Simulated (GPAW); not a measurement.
# InP (F-43m) in GPAW: equation of state

How stiff is InP in PBE, and what volume does it want? The cell is scaled to several volumes.

Everything below comes from runs of GPAW 26.7.0. Logs are shortened: lines on timing, memory, paths and dates and some standing lists are left out, and cuts for length are marked. The log counts tension as positive stress, the text compression.

**Experimental background.**

From a printed reference work, data compilation, for a bulk crystal of InP: bulk modulus 71 GPa.

How close the calculation comes is told below.

## 1. Starting point

The structure is cubic, space group F-43m (No. 216). Conventional cell: a = 5.861 Å, b = 5.861 Å, c = 5.861 Å, α = 90.00°, β = 90.00°, γ = 90.00°. In (site symmetry -43m) is surrounded by 4 P at 2.54 Å. P (site symmetry -43m) has 4 In at 2.54 Å as nearest neighbours.

## 2. Equation of state, PBE

Input file run.py:

```python
from ase.eos import EquationOfState
from ase.io import Trajectory, read
from ase.units import GPa
from gpaw import GPAW, PW

atoms = read('POSCAR')

traj = Trajectory('eos.traj', 'w')
volumes, energies = [], []
for x in [0.94, 0.96, 0.98, 1.0, 1.02, 1.04, 1.06]:
    a = atoms.copy()
    a.set_cell(atoms.cell * x**(1 / 3), scale_atoms=True)
    calc = GPAW(mode=PW(600),
                xc='PBE',
                kpts={'size': (8, 8, 8), 'gamma': True},
                occupations={'name': 'fermi-dirac', 'width': 0.05},
                nbands=18,
                convergence={'density': 1e-05, 'energy': 1e-05},
                maxiter=150,
                txt=f'eos-{x:.2f}.txt')
    a.calc = calc
    energies.append(a.get_potential_energy(force_consistent=True))
    volumes.append(a.get_volume())
    p = -a.get_stress()[:3].mean() / GPa
    calc.write(f'eos-{x:.2f}.gpw')
    traj.write(a)
    print(f'{x:.2f} {volumes[-1]:10.4f} A^3 {energies[-1]:14.6f} eV {p:9.3f} GPa', flush=True)

v0, e0, B = EquationOfState(volumes, energies, eos='birchmurnaghan').fit()
print(f'V0 = {v0:.4f} A^3, E0 = {e0:.6f} eV, B0 = {B / GPa:.2f} GPa')
```

Input file POSCAR:

```
InP
1.0
    0.0000000000      2.9305000000      2.9305000000
    2.9305000000      0.0000000000      2.9305000000
    2.9305000000      2.9305000000      0.0000000000
In P
1 1
Direct
    0.0000000000      0.0000000000      0.0000000000
    0.7500000000      0.7500000000      0.7500000000
```

Potentials or basis: GPAW PAW data sets (gpaw-data 1.2.1), pw.

Run with:

```
OMP_NUM_THREADS=1 python run.py
```

Standard output:

```text
__  _  _
 | _ |_)|_||  |
 |__||  | ||/\| - 26.7.0

Input parameters:
  mode=PW(ecut=600.0),
  convergence={'density': 1e-05, 'energy': 1e-05},
  kpts=MonkhorstPack(size=(8, 8, 8), gamma=True),
  maxiter=150,
  nbands=18,
  occupations=Occupations(name='fermi-dirac', width=0.05),
  xc=XC(name='PBE')

Diagonalizing LCAO Hamiltonian
Converting LCAO to pw mode

                    P

       In

Atoms  # Å, Bohr magnetons
|   | symbol |        x |        y |        z |    initial magnetic moments |
|---|--------|----------|----------|----------|-----------------------------|
| 0 |     In | 0.000000 | 0.000000 | 0.000000 | ( 0.0000,  0.0000,  0.0000) |
| 1 |      P | 4.306016 | 4.306016 | 4.306016 | ( 0.0000,  0.0000,  0.0000) |

Unit cell  # Å
| periodic |        x |        y |        z |  lengths |    angles |
|----------|----------|----------|----------|----------|-----------|
|      yes | 0.000000 | 2.870677 | 2.870677 | 4.059750 | 60.000000 |
|      yes | 2.870677 | 0.000000 | 2.870677 | 4.059750 | 60.000000 |
|      yes | 2.870677 | 2.870677 | 0.000000 | 4.059750 | 60.000000 |

Number of symmetries: 24
Symmetry operations  # r_c * U_cc + t_c -> r_c
|    | kind |            matrix            |
|----|------|------------------------------|
|  0 |  E   |  1, 0, 0,  0, 1, 0,  0, 0, 1 |
|  1 |  σ   |  1, 0, 0,  0, 0, 1,  0, 1, 0 |
|  2 |  σ   |  1, 0,-1,  0, 1,-1,  0, 0,-1 |
|  3 |  C3  |  1, 0,-1,  0, 0,-1,  0, 1,-1 |
|  4 |  C3  |  1,-1, 0,  0,-1, 1,  0,-1, 0 |
|  5 |  σ   |  1,-1, 0,  0,-1, 0,  0,-1, 1 |
|  6 |  σ   |  0, 1, 0,  1, 0, 0,  0, 0, 1 |
|  7 |  C3  |  0, 1, 0,  0, 0, 1,  1, 0, 0 |
|  8 |  C2  |  0, 1,-1,  1, 0,-1,  0, 0,-1 |
|  9 |  S4  |  0, 1,-1,  0, 0,-1,  1, 0,-1 |
| 10 |  C3  |  0, 0, 1,  1, 0, 0,  0, 1, 0 |
| 11 |  σ   |  0, 0, 1,  0, 1, 0,  1, 0, 0 |
| 12 |  S4  |  0, 0,-1,  1, 0,-1,  0, 1,-1 |
| 13 |  C3  |  0, 0,-1,  0, 1,-1,  1, 0,-1 |
| 14 |  S4  |  0,-1, 1,  1,-1, 0,  0,-1, 0 |
| 15 |  C2  |  0,-1, 1,  0,-1, 0,  1,-1, 0 |
| 16 |  C3  |  0,-1, 0,  1,-1, 0,  0,-1, 1 |
| 17 |  S4  |  0,-1, 0,  0,-1, 1,  1,-1, 0 |
| 18 |  S4  | -1, 1, 0, -1, 0, 1, -1, 0, 0 |
| 19 |  C3  | -1, 1, 0, -1, 0, 0, -1, 0, 1 |
| 20 |  C3  | -1, 0, 1, -1, 1, 0, -1, 0, 0 |
| 21 |  S4  | -1, 0, 1, -1, 0, 0, -1, 1, 0 |
| 22 |  σ   | -1, 0, 0, -1, 1, 0, -1, 0, 1 |
| 23 |  C2  | -1, 0, 0, -1, 0, 1, -1, 1, 0 |

BZ-sampling:
  Number of BZ points: 512
  Number of IBZ points: 29

  Monkhorst-Pack size: [8, 8, 8]
  Monkhorst-Pack shift: [0.0625, 0.0625, 0.0625]

K-points  # in reciprocal-cell coordinates
|     |                                coordinates |     weight |
|-----|--------------------------------------------|------------|
|   0 | (  0.00000000,   0.00000000,   0.00000000) | 0.00195312 |
|   1 | (  0.12500000,   0.12500000,   0.00000000) | 0.01171875 |
|   2 | (  0.12500000,   0.12500000,   0.12500000) | 0.01562500 |
|   3 | (  0.25000000,   0.12500000,   0.12500000) | 0.02343750 |
|   4 | (  0.25000000,   0.25000000,   0.00000000) | 0.01171875 |
|   5 | (  0.25000000,   0.25000000,   0.12500000) | 0.04687500 |
|   6 | (  0.25000000,   0.25000000,   0.25000000) | 0.01562500 |
|   7 | (  0.37500000,   0.25000000,  -0.37500000) | 0.04687500 |
|   8 | (  0.37500000,   0.25000000,   0.12500000) | 0.04687500 |
|   9 | (  0.37500000,   0.25000000,   0.25000000) | 0.04687500 |
| ... |                                            |            |
|  28 | (  0.50000000,   0.50000000,   0.50000000) | 0.00781250 |

Plane wave coefficients: 1604
Cutoff: 600.0 eV

Spin-components: 1 (collinear spins)
Bands:           18
Projectors:      11
Spin-degeneracy: 2
Datatype:        complex128

Density:
  Valence electrons: 18.0
  Components: 1
  Grid points: [24 24 24]
  Charge: 0.0  # |e|

Potential:
  Grid points: [24 24 24]

species:
  In:
    name:    Indium
    Z:       49.0
    valence: 13
    core:    36
    charge:  0.0  # [|e|]
    compensation charges:
      type: gauss
      rc: 0.36  # [Å]
      lmax: 2
    cutoffs:
      filter: 2.09  # [Å]
      core: 2.48  # [Å]
    projectors
    | kind |    occ | energy [eV] | rcut [Å] |
    |------|--------|-------------|----------|
    |   5s |  2.000 |      -8.203 |    1.185 |
    |   5p |  1.000 |      -2.521 |    1.244 |
    |   4d | 10.000 |     -18.629 |    1.148 |
    |    s |        |      19.008 |    1.185 |
    |    p |        |      24.691 |    1.244 |
    |    d |        |       8.583 |    1.148 |

    Using partial waves for In as LCAO basis

  P:
    name:    Phosphorus
    Z:       15.0
    valence: 5
    core:    10
    charge:  0.0  # [|e|]
    compensation charges:
      type: gauss
      rc: 0.30  # [Å]
      lmax: 2
    cutoffs:
      filter: 1.69  # [Å]
      core: 1.81  # [Å]
    projectors
    | kind |    occ | energy [eV] | rcut [Å] |
    |------|--------|-------------|----------|
    |   3s |  2.000 |     -13.968 |    0.953 |
    |   3p |  3.000 |      -5.506 |    0.953 |
    |    s |        |      13.244 |    0.953 |
    |    p |        |      21.705 |    0.953 |
    |    d |        |       0.000 |    0.953 |

    Using partial waves for P as LCAO basis

Reference energy: -169278.333319  # eV

eigensolver:
  PPCG
  Converge bands: occupied
  niter=2

density mixing:
  MSR1-Mixer
  Pratt-step length: 0.05
  Maximum mixing coefficient: 0.75
  Old densities: 10
  SVD Regularization: 0.005
  Good broyden scale: 1.0
  Trust region scale: 1.0
  Backstep threshold: 4.0
  History deletion threshold: 6.0
  Fourier metric: weight=20.0, sigma=0.015

occupation numbers:
  Fermi-Dirac:
    width: 0.0500  # eV

poisson solver:
  ecut: 4800.0  # eV

xc functional:
  name: PBE with 2 nearest neighbor stencil

convergence criteria:
- Maximum integral of absolute [dens]ity change: 1e-05 electrons / valence electron
- Maximum [total energy] change in last 3 cyles: 1e-05 eV / valence electron
- Maximum integral of absolute [eigenst]ate change: 4e-08 eV^2 / valence electron
maximum number of iterations: 150

SCF iterations
|iter     | |      energy | eigst |  dens |
|---------|-|-------------|-------|-------|
|iter:   1| |   -8.885410 | -0.24 |       |
|iter:   2| |   -8.806796 | -2.20 | -1.11 |
|iter:   3| |   -8.507289 | -1.74 | -1.15 |
|iter:   4| |   -8.507087 | -3.16 | -1.75 |
|iter:   5| |   -8.507228 | -3.95 | -2.24 |
|iter:   6| |   -8.507273 | -5.43 | -3.02 |
|iter:   7| |   -8.507278c| -6.53 | -3.56 |
|iter:   8| |   -8.507278c| -8.05c| -4.58 |
|iter:   9| |   -8.507278c| -8.33c| -5.34c|

Converged in 9 steps
Energy contributions relative to reference atoms: (reference = -169278.333319)

Energy contributions:
  Kinetic:          27.850593
  Coulomb:         -24.818227
  Zero:              0.129459
  External:          0.000000
  Xc:              -11.669103
  Entropy:          -0.000000
  Spinorbit:         0.000000
  ----------------------------
  Free energy:      -8.507278
  Extrapolated:     -8.507278

dipole moment: (-16.453853, -16.453853, -16.453853)  # |e|*Ang

Fermi level: 6.155
Eigenvalues  # (at kpt = [0.000, 0.000, 0.000])
| band index |      eig [eV] | occ [0-2] |
|------------|---------------|-----------|
|          0 |        -8.641 |     2.000 |
|          1 |        -8.641 |     2.000 |
|          2 |        -8.641 |     2.000 |
|          3 |        -8.454 |     2.000 |
|          4 |        -8.454 |     2.000 |
|          5 |        -6.364 |     2.000 |
|          6 |         5.604 |     2.000 |
|          7 |         5.604 |     2.000 |
|          8 |         5.604 |     2.000 |
|          9 |         6.647 |     0.000 |
|         10 |         9.656 |     0.000 |
|         11 |         9.656 |     0.000 |
|         12 |         9.656 |     0.000 |
|         13 |        14.509 |     0.000 |
|         14 |        15.107 |     0.000 |
|         15 |        15.107 |     0.000 |
|         16 |        16.953 |     0.000 |
|         17 |        16.953 |     0.000 |

Gap: 1.043 eV
Transition (v -> c):
  (s=0, k=0, n=8, [0.00, 0.00, 0.00]) -> (s=0, k=0, n=9, [0.00, 0.00, 0.00])
No difference between direct/indirect transitions

Stress tensor  # eV/Ang^3
|         x |         y |         z |
|-----------|-----------|-----------|
| -0.051895 |  0.000000 |  0.000000 |
|  0.000000 | -0.051895 |  0.000000 |
|  0.000000 |  0.000000 | -0.051895 |

# Writing to eos-0.94.gpw (mode='')
```

Wall time 1.9 min (1 thread of Arm Neoverse V1, shared host); peak memory 0.3 GiB.

Results:

* Equilibrium volume: 26.35 Å³/atom
* Bulk modulus: 60 GPa
* Pressure derivative of the bulk modulus: 4.6

Energy against volume, from the lowest point:
```tsv
volume (Å³/atom)	energy (meV/atom)
23.657	63.31
24.160	40.16
24.663	22.82
25.167	10.70
25.670	3.25
26.173	0.00
26.677	0.51
```

## 3. Comparison with measurements

Step 2. Against the measured bulk modulus of InP, 71 GPa (a printed reference work, data compilation), the calculated 60 GPa is off by -15.0 %. The fit is for a static lattice scaled at fixed shape and fixed fractional positions.
